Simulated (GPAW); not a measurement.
# ZnS (Wurtzite-2H) (P6_3mc) in GPAW: further runs

One crystal, ZnS (Wurtzite-2H), is run at these levels: OLYP, OLYP+D3; tasks: relaxation of cell and atoms.

Program: GPAW 26.7.0. These are calculated values, not measurements. Logs are shortened: lines on timing, memory, paths and dates and some standing lists are left out, and cuts for length are marked. The log counts tension as positive stress, the text compression.

## (1) The structure

It takes space group P6_3mc (No. 186, hexagonal). The conventional cell has a = 3.811 Å, b = 3.811 Å, c = 6.234 Å, α = 90.00°, β = 90.00°, γ = 120.00°. Zn (site symmetry 3m) is surrounded by 4 S at 2.31 to 2.40 Å. S (site symmetry 3m) has 4 Zn at 2.31 to 2.40 Å as nearest neighbours.

## (2) Relaxation of cell and atoms, OLYP, target pressure -1 GPa, at which the enthalpy is minimised

Input file run.py:

```python
from ase.filters import FrechetCellFilter
from ase.io import read, write
from ase.optimize import BFGS
from ase.units import GPa
from gpaw import GPAW, PW, setup_paths

setup_paths.insert(0, '.')

atoms = read('POSCAR')

calc = GPAW(mode=PW(600),
            xc='GGA_X_OPTX+GGA_C_LYP',
            kpts={'size': (6, 6, 3), 'gamma': True},
            occupations={'name': 'fermi-dirac', 'width': 0.05},
            nbands=31,
            convergence={'density': 1e-06, 'energy': 1e-06, 'eigenstates': 1e-10},
            eigensolver='davidson',
            maxiter=150,
            txt='gpaw.txt')
atoms.calc = calc
opt = BFGS(FrechetCellFilter(atoms, scalar_pressure=-1 * GPa), trajectory='relax.traj', logfile='-')
done = opt.run(fmax=0.02, steps=100)
calc.write('gs.gpw')
write('result.traj', atoms)
print('Converged:', done)
print('Cell:', atoms.cell.cellpar().round(4))
print('Volume:', round(atoms.get_volume(), 4))
print(atoms.get_scaled_positions().round(5))
```

Input file POSCAR:

```
ZnS
1.0
    3.8110000000      0.0000000000      0.0000000000
   -1.9055000000      3.3004228138      0.0000000000
    0.0000000000      0.0000000000      6.2340000000
Zn S
2 2
Direct
    0.6666666667      0.3333333333      0.5000000000
    0.3333333333      0.6666666667      0.0000000000
    0.6666666667      0.3333333333      0.8850000000
    0.3333333333      0.6666666667      0.3850000000
```

Potentials or basis: PAW data sets generated in the run's folder for this functional, pw.

Launch:

```bash
$ gpaw-setup -f GGA_X_OPTX+GGA_C_LYP S Zn
$ OMP_NUM_THREADS=1 python run.py
```

gpaw.txt:

```text
__  _  _
 | _ |_)|_||  |
 |__||  | ||/\| - 26.7.0

Input parameters:
  mode=PW(ecut=600.0),
  convergence={'density': 1e-06, 'energy': 1e-06, 'eigenstates': 1e-10},
  eigensolver=Davidson(niter=2),
  kpts=MonkhorstPack(size=(6, 6, 3), gamma=True),
  maxiter=150,
  nbands=31,
  occupations=Occupations(name='fermi-dirac', width=0.05),
  xc=XC(name='GGA_X_OPTX+GGA_C_LYP')

Diagonalizing LCAO Hamiltonian
Converting LCAO to pw mode

            S

            Zn
        S

        Zn

Atoms  # Å, Bohr magnetons
|   | symbol |         x |        y |        z |    initial magnetic moments |
|---|--------|-----------|----------|----------|-----------------------------|
| 0 |     Zn |  1.905500 | 1.100141 | 3.117000 | ( 0.0000,  0.0000,  0.0000) |
| 1 |     Zn | -0.000000 | 2.200282 | 0.000000 | ( 0.0000,  0.0000,  0.0000) |
| 2 |      S |  1.905500 | 1.100141 | 5.517090 | ( 0.0000,  0.0000,  0.0000) |
| 3 |      S | -0.000000 | 2.200282 | 2.400090 | ( 0.0000,  0.0000,  0.0000) |

Unit cell  # Å
| periodic |         x |        y |        z |  lengths |     angles |
|----------|-----------|----------|----------|----------|------------|
|      yes |  3.811000 | 0.000000 | 0.000000 | 3.811000 |  90.000000 |
|      yes | -1.905500 | 3.300423 | 0.000000 | 3.811000 |  90.000000 |
|      yes |  0.000000 | 0.000000 | 6.234000 | 6.234000 | 120.000000 |

Number of symmetries: 6
Symmetry operations  # r_c * U_cc + t_c -> r_c
|   | kind |            matrix            |
|---|------|------------------------------|
| 0 |  σ   |  1, 1, 0,  0,-1, 0,  0, 0, 1 |
| 1 |  E   |  1, 0, 0,  0, 1, 0,  0, 0, 1 |
| 2 |  C3  |  0, 1, 0, -1,-1, 0,  0, 0, 1 |
| 3 |  σ   |  0,-1, 0, -1, 0, 0,  0, 0, 1 |
| 4 |  σ   | -1, 0, 0,  1, 1, 0,  0, 0, 1 |
| 5 |  C3  | -1,-1, 0,  1, 0, 0,  0, 0, 1 |
[... 126 lines left out ...]
convergence criteria:
- Maximum integral of absolute [dens]ity change: 1e-06 electrons / valence electron
- Maximum [total energy] change in last 3 cyles: 1e-06 eV / valence electron
- Maximum integral of absolute [eigenst]ate change: 1e-10 eV^2 / valence electron
maximum number of iterations: 150

SCF iterations
|iter     | |      energy | eigst |  dens |
|---------|-|-------------|-------|-------|
|iter:   1| |  -11.812680 | +0.39 |       |
|iter:   2| |  -11.838083 | -0.36 | -1.16 |
|iter:   3| |  -11.344661 | -0.92 | -1.20 |
|iter:   4| |  -11.371412 | -1.92 | -1.79 |
|iter:   5| |  -11.380678 | -2.39 | -2.18 |
|iter:   6| |  -11.381659 | -3.10 | -2.78 |
|iter:   7| |  -11.382069 | -3.78 | -3.21 |
|iter:   8| |  -11.382205 | -4.42 | -3.60 |
|iter:   9| |  -11.382220 | -5.06 | -3.98 |
|iter:  10| |  -11.382223c| -5.69 | -4.58 |
|iter:  11| |  -11.382223c| -6.15 | -4.93 |
|iter:  12| |  -11.382223c| -6.47 | -5.17 |
|iter:  13| |  -11.382223c| -6.90 | -5.65 |
|iter:  14| |  -11.382223c| -7.21 | -6.19c|
|iter:  15| |  -11.382223c| -7.63 | -6.64c|
|iter:  16| |  -11.382223c| -8.16 | -6.81c|
|iter:  17| |  -11.382223c| -8.63 | -7.24c|
|iter:  18| |  -11.382223c| -9.08 | -7.32c|
|iter:  19| |  -11.382223c| -9.49 | -7.72c|
|iter:  20| |  -11.382223c| -9.86 | -7.99c|
|iter:  21| |  -11.382223c|-10.13c| -8.22c|
[... 48 lines left out ...]
Stress tensor  # eV/Ang^3
|         x |         y |         z |
|-----------|-----------|-----------|
| -0.040321 |  0.000000 |  0.000000 |
|  0.000000 | -0.040321 |  0.000000 |
|  0.000000 |  0.000000 | -0.025332 |

Forces  # eV/Ang
|       x |        y |        z |
|---------|----------|----------|
| 0.00000 |  0.00000 |  0.33187 |  # Zn   0
| 0.00000 | -0.00000 |  0.33187 |  # Zn   1
| 0.00000 |  0.00000 | -0.33186 |  # S    2
| 0.00000 |  0.00000 | -0.33186 |  # S    3

Interpolating wave functions to new cell

            S

            Zn
        S
[... 225 lines left out ...]
Stress tensor  # eV/Ang^3
|         x |         y |         z |
|-----------|-----------|-----------|
| -0.034404 |  0.000000 |  0.000000 |
|  0.000000 | -0.034404 |  0.000000 |
|  0.000000 |  0.000000 | -0.023154 |

Forces  # eV/Ang
|       x |       y |        z |
|---------|---------|----------|
| 0.00000 | 0.00000 |  0.27311 |  # Zn   0
| 0.00000 | 0.00000 |  0.27311 |  # Zn   1
| 0.00000 | 0.00000 | -0.27310 |  # S    2
| 0.00000 | 0.00000 | -0.27310 |  # S    3

Interpolating wave functions to new cell

            S

            Zn
        S

        Zn

Atoms  # Å, Bohr magnetons
|   | symbol |         x |        y |        z |    initial magnetic moments |
|---|--------|-----------|----------|----------|-----------------------------|
| 0 |     Zn |  1.958370 | 1.130666 | 3.217158 | ( 0.0000,  0.0000,  0.0000) |
| 1 |     Zn | -0.000000 | 2.261331 | 0.038350 | ( 0.0000,  0.0000,  0.0000) |
| 2 |      S |  1.958370 | 1.130666 | 5.588142 | ( 0.0000,  0.0000,  0.0000) |
| 3 |      S | -0.000000 | 2.261331 | 2.409334 | ( 0.0000,  0.0000,  0.0000) |

Unit cell  # Å
| periodic |         x |        y |         z |  lengths |     angles |
|----------|-----------|----------|-----------|----------|------------|
|      yes |  3.916741 | 0.000000 | -0.000000 | 3.916741 |  90.000000 |
|      yes | -1.958370 | 3.391997 |  0.000000 | 3.916741 |  90.000000 |
|      yes | -0.000000 | 0.000000 |  6.357616 | 6.357616 | 120.000000 |

Number of symmetries: 6
Symmetry operations  # r_c * U_cc + t_c -> r_c
|   | kind |            matrix            |
|---|------|------------------------------|
| 0 |  σ   |  1, 1, 0,  0,-1, 0,  0, 0, 1 |
| 1 |  E   |  1, 0, 0,  0, 1, 0,  0, 0, 1 |
| 2 |  C3  |  0, 1, 0, -1,-1, 0,  0, 0, 1 |
| 3 |  σ   |  0,-1, 0, -1, 0, 0,  0, 0, 1 |
| 4 |  σ   | -1, 0, 0,  1, 1, 0,  0, 0, 1 |
| 5 |  C3  | -1,-1, 0,  1, 0, 0,  0, 0, 1 |
[... 195 lines left out ...]
Gap: 2.374 eV
Transition (v -> c):
  (s=0, k=0, n=17, [0.00, 0.00, 0.00]) -> (s=0, k=0, n=18, [0.00, 0.00, 0.00])
No difference between direct/indirect transitions

Stress tensor  # eV/Ang^3
|         x |        y |         z |
|-----------|----------|-----------|
|  0.000874 | 0.000000 |  0.000000 |
|  0.000000 | 0.000874 |  0.000000 |
| -0.000000 | 0.000000 | -0.007311 |

Forces  # eV/Ang
|        x |       y |        z |
|----------|---------|----------|
|  0.00000 | 0.00000 | -0.11115 |  # Zn   0
| -0.00000 | 0.00000 | -0.11115 |  # Zn   1
|  0.00000 | 0.00000 |  0.11109 |  # S    2
| -0.00000 | 0.00000 |  0.11110 |  # S    3
[... 227 lines left out ...]
Gap: 2.326 eV
Transition (v -> c):
  (s=0, k=0, n=17, [0.00, 0.00, 0.00]) -> (s=0, k=0, n=18, [0.00, 0.00, 0.00])
No difference between direct/indirect transitions

Stress tensor  # eV/Ang^3
|        x |        y |         z |
|----------|----------|-----------|
| 0.004775 | 0.000000 | -0.000000 |
| 0.000000 | 0.004775 |  0.000000 |
| 0.000000 | 0.000000 | -0.003893 |

Forces  # eV/Ang
|        x |       y |        z |
|----------|---------|----------|
| -0.00000 | 0.00000 | -0.13211 |  # Zn   0
|  0.00000 | 0.00000 | -0.13211 |  # Zn   1
|  0.00000 | 0.00000 |  0.13212 |  # S    2
|  0.00000 | 0.00000 |  0.13213 |  # S    3
[... 10 lines left out ...]
Atoms  # Å, Bohr magnetons
|   | symbol |         x |        y |        z |    initial magnetic moments |
|---|--------|-----------|----------|----------|-----------------------------|
| 0 |     Zn |  1.970233 | 1.137515 | 3.240028 | ( 0.0000,  0.0000,  0.0000) |
| 1 |     Zn | -0.000000 | 2.275029 | 0.039857 | ( 0.0000,  0.0000,  0.0000) |
| 2 |      S |  1.970233 | 1.137515 | 5.624445 | ( 0.0000,  0.0000,  0.0000) |
| 3 |      S | -0.000000 | 2.275029 | 2.424275 | ( 0.0000,  0.0000,  0.0000) |

Unit cell  # Å
| periodic |         x |         y |        z |  lengths |     angles |
|----------|-----------|-----------|----------|----------|------------|
|      yes |  3.940466 | -0.000000 | 0.000000 | 3.940466 |  90.000000 |
|      yes | -1.970233 |  3.412544 | 0.000000 | 3.940466 |  90.000000 |
|      yes | -0.000000 |  0.000000 | 6.400341 | 6.400341 | 120.000000 |

Number of symmetries: 6
Symmetry operations  # r_c * U_cc + t_c -> r_c
|   | kind |            matrix            |
|---|------|------------------------------|
| 0 |  σ   |  1, 1, 0,  0,-1, 0,  0, 0, 1 |
| 1 |  E   |  1, 0, 0,  0, 1, 0,  0, 0, 1 |
| 2 |  C3  |  0, 1, 0, -1,-1, 0,  0, 0, 1 |
| 3 |  σ   |  0,-1, 0, -1, 0, 0,  0, 0, 1 |
| 4 |  σ   | -1, 0, 0,  1, 1, 0,  0, 0, 1 |
| 5 |  C3  | -1,-1, 0,  1, 0, 0,  0, 0, 1 |
[... 196 lines left out ...]
Stress tensor  # eV/Ang^3
|         x |         y |         z |
|-----------|-----------|-----------|
|  0.007331 | -0.000000 | -0.000000 |
|  0.000000 |  0.007331 |  0.000000 |
| -0.000000 | -0.000000 |  0.000008 |

Forces  # eV/Ang
|       x |       y |        z |
|---------|---------|----------|
| 0.00000 | 0.00000 | -0.11289 |  # Zn   0
| 0.00000 | 0.00000 | -0.11289 |  # Zn   1
| 0.00000 | 0.00000 |  0.11291 |  # S    2
| 0.00000 | 0.00000 |  0.11291 |  # S    3

Interpolating wave functions to new cell

            S

            Zn
        S
[... 464 lines left out ...]
Gap: 2.270 eV
Transition (v -> c):
  (s=0, k=0, n=17, [0.00, 0.00, 0.00]) -> (s=0, k=0, n=18, [0.00, 0.00, 0.00])
No difference between direct/indirect transitions

Stress tensor  # eV/Ang^3
|         x |        y |        z |
|-----------|----------|----------|
|  0.007721 | 0.000000 | 0.000000 |
| -0.000000 | 0.007721 | 0.000000 |
| -0.000000 | 0.000000 | 0.005453 |

Forces  # eV/Ang
|        x |        y |        z |
|----------|----------|----------|
|  0.00000 | -0.00000 | -0.01183 |  # Zn   0
| -0.00000 |  0.00000 | -0.01183 |  # Zn   1
|  0.00000 |  0.00000 |  0.01185 |  # S    2
| -0.00000 |  0.00000 |  0.01185 |  # S    3
[... 237 lines left out ...]
Forces  # eV/Ang
|        x |       y |        z |
|----------|---------|----------|
|  0.00000 | 0.00000 |  0.00598 |  # Zn   0
|  0.00000 | 0.00000 |  0.00598 |  # Zn   1
| -0.00000 | 0.00000 | -0.00598 |  # S    2
|  0.00000 | 0.00000 | -0.00598 |  # S    3

# Writing to gs.gpw (mode='')
```

It took 3.2 min on 1 thread of Intel Xeon Platinum 8488C (Sapphire Rapids), shared host; peak memory 0.26 GiB.

Results:

```yaml
Free_energy: -11.5050 eV
Relaxed_volume: 21.61 Å³/atom
Relaxed_cell: a = 3.941 Å, b = 3.941 Å, c = 6.427 Å, α = 90.00°, β = 90.00°, γ = 120.00°
Space_group_after_relaxing_to_0.05_Å: P6_3mc (No. 186)
Energy_change_on_relaxing_the_enthalpy_is_what_falls: -30.7 meV/atom
Ionic_steps: 8
Pressure_after_relaxing: -1.0 GPa
Largest_force_after_relaxing: 0.006 eV/Å
Band_gap_on_the_k_mesh: 2.28 eV, direct
```

Forces on the atoms (eV/Å):
```
Zn   0.000  0.000  0.006
Zn   0.000  0.000  0.006
S    0.000  0.000 -0.006
S    0.000  0.000 -0.006
```

The path:
```
step  energy change (eV)  largest force (eV/Å)  pressure (GPa)  volume (Å³)
   1              0.0000                0.3319            5.66        78.41
   2             -0.0294                0.2731            4.91        79.10
   3             -0.1237                0.1112            0.30        84.46
   4             -0.1227                0.1321           -0.30        85.34
   5             -0.1214                0.1129           -0.78        86.07
   6             -0.1210                0.0611           -1.09        86.53
   7             -0.1219                0.0119           -1.12        86.56
   8             -0.1227                0.0060           -1.04        86.43
```

Final structure:
```yaml
crystal:
  lattice:
    - [3.94084, 0.00000, 0.00000]
    - [-1.97042, 3.41286, 0.00000]
    - [0.00000, 0.00000, 6.42654]
  atoms:
    - { symbol: Zn, position: [0.66667, 0.33333, 0.50450] }
    - { symbol: Zn, position: [0.33333, 0.66667, 0.00450] }
    - { symbol: S, position: [0.66667, 0.33333, 0.88050] }
    - { symbol: S, position: [0.33333, 0.66667, 0.38050] }
```

Caveat: later steps reuse the first step's grids. Zero-point motion and thermal expansion aren't in these numbers.

## (3) Relaxation of cell and atoms, OLYP+D3

Input file run.py:

```python
from ase.calculators.mixing import SumCalculator
from ase.filters import FrechetCellFilter
from ase.io import read, write
from ase.optimize import BFGS
from dftd3.ase import DFTD3
from gpaw import GPAW, PW, setup_paths

setup_paths.insert(0, '.')

atoms = read('ZnS.cif')

calc = GPAW(mode=PW(600),
            xc='GGA_X_OPTX+GGA_C_LYP',
            kpts={'size': (6, 6, 3), 'gamma': True},
            occupations={'name': 'fermi-dirac', 'width': 0.05},
            nbands=31,
            convergence={'density': 1e-05, 'energy': 1e-05},
            eigensolver='davidson',
            maxiter=150,
            txt='gpaw.txt')
atoms.calc = SumCalculator([calc, DFTD3(method='olyp', damping='d3zero')])
opt = BFGS(FrechetCellFilter(atoms), trajectory='relax.traj', logfile='-')
done = opt.run(fmax=0.02, steps=100)
calc.write('gs.gpw')
write('result.traj', atoms)
print('Converged:', done)
print('Cell:', atoms.cell.cellpar().round(4))
print('Volume:', round(atoms.get_volume(), 4))
print(atoms.get_scaled_positions().round(5))
```

Input file ZnS.cif:

```cif
data_ZnS
_cell_length_a 3.81100000
_cell_length_b 3.81100000
_cell_length_c 6.23400000
_cell_angle_alpha 90.00000000
_cell_angle_beta 90.00000000
_cell_angle_gamma 120.00000000
_space_group_name_H-M_alt 'P6_3mc'
_space_group_name_Hall 'P 6c -2c'
_space_group_IT_number 186
loop_
_space_group_symop_operation_xyz
'x,y,z'
'x-y,x,z+1/2'
'-y,x-y,z'
'-x,-y,z+1/2'
'-x+y,-x,z'
'y,-x+y,z+1/2'
'y,x,z+1/2'
'x,x-y,z'
'x-y,-y,z+1/2'
'-y,-x,z'
'-x,-x+y,z+1/2'
'-x+y,y,z'
loop_
_atom_site_label
_atom_site_type_symbol
_atom_site_symmetry_multiplicity
_atom_site_Wyckoff_symbol
_atom_site_fract_x
_atom_site_fract_y
_atom_site_fract_z
_atom_site_occupancy
Zn1 Zn 2 b 0.6666666667 0.3333333333 0.5000000000 1
S1 S 2 b 0.6666666667 0.3333333333 0.8850000000 1
```

Potentials or basis: PAW data sets generated in the run's folder for this functional, pw.

Launch:

```bash
$ gpaw-setup -f GGA_X_OPTX+GGA_C_LYP S Zn
$ OMP_NUM_THREADS=1 python run.py
```

Run time: 2.1 min. Hardware: 1 thread of Intel Xeon Platinum 8488C (Sapphire Rapids), shared host; peak memory 0.26 GiB.

Results (log left out):

```
Free energy                            : -14.3214 eV
Relaxed volume                         : 19.01 Å³/atom
Relaxed cell                           : a = 3.778 Å, b = 3.778 Å, c = 6.153 Å, α = 90.00°, β = 90.00°, γ = 120.00°
Space group after relaxing (to 0.05 Å) : P6_3mc (No. 186)
Energy gained by relaxing              : 8.7 meV/atom
Ionic steps                            : 8
Pressure after relaxing                : 0.0 GPa
Largest force after relaxing           : 0.011 eV/Å
Band gap on the k mesh                 : 2.85 eV, direct
Dispersion energy per atom             : -0.755 eV
```

Forces on the atoms (eV/Å):
```
Zn   0.000  0.000  0.010
Zn   0.000  0.000  0.010
S    0.000  0.000 -0.011
S    0.000  0.000 -0.010
```

Stress tensor (GPa, compression positive):
```
-0.10  0.00  0.00
 0.00 -0.10  0.00
 0.00  0.00  0.11
```

Step by step:
| step | energy change (eV) | largest force (eV/Å) | pressure (GPa) | volume (Å³) |
| --- | --- | --- | --- | --- |
| 1 | 0.0000 | 0.2855 | -2.10 | 78.41 |
| 2 | -0.0079 | 0.2494 | -1.95 | 78.19 |
| 3 | -0.0306 | 0.1367 | -0.44 | 76.48 |
| 4 | -0.0329 | 0.0235 | -0.74 | 76.77 |
| 5 | -0.0334 | 0.0217 | -0.64 | 76.66 |
| 6 | -0.0348 | 0.0085 | 0.08 | 75.94 |
| 7 | -0.0348 | 0.0091 | 0.04 | 75.98 |
| 8 | -0.0349 | 0.0106 | -0.03 | 76.05 |

Final structure:
```
Zn S
1.0
     3.77761    0.00000    0.00000
    -1.88881    3.27151    0.00000
     0.00000    0.00000    6.15343
Zn S
2 2
Direct
  0.66667 0.33333 0.50437
  0.33333 0.66667 0.00437
  0.66667 0.33333 0.88063
  0.33333 0.66667 0.38062
```

Levels at points of the mesh, in eV from the valence-band top:
| k point | band 15 | band 16 | band 17 | band 18 | band 19 | band 20 | band 21 | band 22 |
| --- | --- | --- | --- | --- | --- | --- | --- | --- |
| (0.00, 0.00, 0.00) | -0.92 | -0.04 | 0.00 | 0.00 | 2.85 | 3.45 | 6.49 | 6.49 |
| (0.50, 0.50, 0.00) | -3.28 | -2.29 | -1.65 | -0.91 | 4.00 | 4.67 | 5.54 | 7.13 |

Caveat: later steps reuse the first step's grids.
